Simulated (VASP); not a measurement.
Set up this calculation in VASP 6.6.1, as the native input.

```
Task                   : single point
Functional             : TB-mBJ
Potentials or basis    : VASP PAW PBE potentials, release 64 (Ti_sv, O)
Cutoff                 : 520 eV
k mesh                 : 6 × 6 × 6
Occupations            : fermi-dirac, width 0.05 eV
Spin                   : no spin polarisation
Further INCAR settings : ALGO = Normal; EDIFF = 1e-06; NBANDS = 33
```

The system is TiO2.

```xyz
6
Lattice="-1.8922 1.8922 4.7572 1.8922 -1.8922 4.7572 1.8922 1.8922 -4.7572" Properties=species:S:1:pos:R:3 pbc="T T T"
Ti    0.0000    0.0000    0.0000
Ti    0.0000    1.8923    2.3786
O     0.0000    0.0000    1.9795
O     0.0000    1.8922    4.3581
O     0.0000    1.8922    0.3990
O     0.0000    0.0000    7.5348
```

One way to write it, as run:

POSCAR

```
TiO2
1.0
   -1.8922500000      1.8922500000      4.7571500000
    1.8922500000     -1.8922500000      4.7571500000
    1.8922500000      1.8922500000     -4.7571500000
Ti O
2 4
Direct
    0.0000000000      0.0000000000      0.0000000000
    0.7500000000      0.2500000000      0.5000000000
    0.2080600000      0.2080600000      0.0000000000
    0.9580600000      0.4580600000      0.5000000000
    0.5419400000      0.0419400000      0.5000000000
    0.7919400000      0.7919400000      0.0000000000
```

INCAR.step1

```
SYSTEM = TiO2
PREC = Accurate
ENCUT = 520
EDIFF = 1E-5
ISMEAR = -1
SIGMA = 0.05
LREAL = .False.
LASPH = .True.
NELM = 100
ALGO = Normal
ISIF = 2
LWAVE = .True.
LCHARG = .False.
NBANDS = 33
GGA = PE
```

INCAR.step2

```
SYSTEM = TiO2
PREC = Accurate
ENCUT = 520
EDIFF = 1E-6
ISMEAR = -1
SIGMA = 0.05
LREAL = .False.
LASPH = .True.
NELM = 100
ALGO = Normal
ISIF = 2
LWAVE = .False.
LCHARG = .False.
METAGGA = MBJ
NBANDS = 33
ISTART = 1
```

KPOINTS

```
Automatic mesh
0
Gamma
  6 6 6
  0 0 0
```

Potentials or basis: VASP PAW PBE potentials, release 64 (Ti_sv, O).

Run with:

```bash
$ cat potpaw_PBE.64/Ti_sv/POTCAR potpaw_PBE.64/O/POTCAR > POTCAR
$ cp INCAR.step1 INCAR
$ mpirun -np 1 vasp_std > vasp.out
$ cp INCAR.step2 INCAR
$ mpirun -np 1 vasp_std > vasp.out
```

Results of the run:

```yaml
Band_gap_on_the_k_mesh: 3.17 eV, indirect (least direct gap 3.49 eV)
```

Wall time 9.8 min on 1 thread of Intel(R) Xeon(R) Platinum 8488C (Sapphire Rapids), on a shared host, peak memory 0.29 GiB.
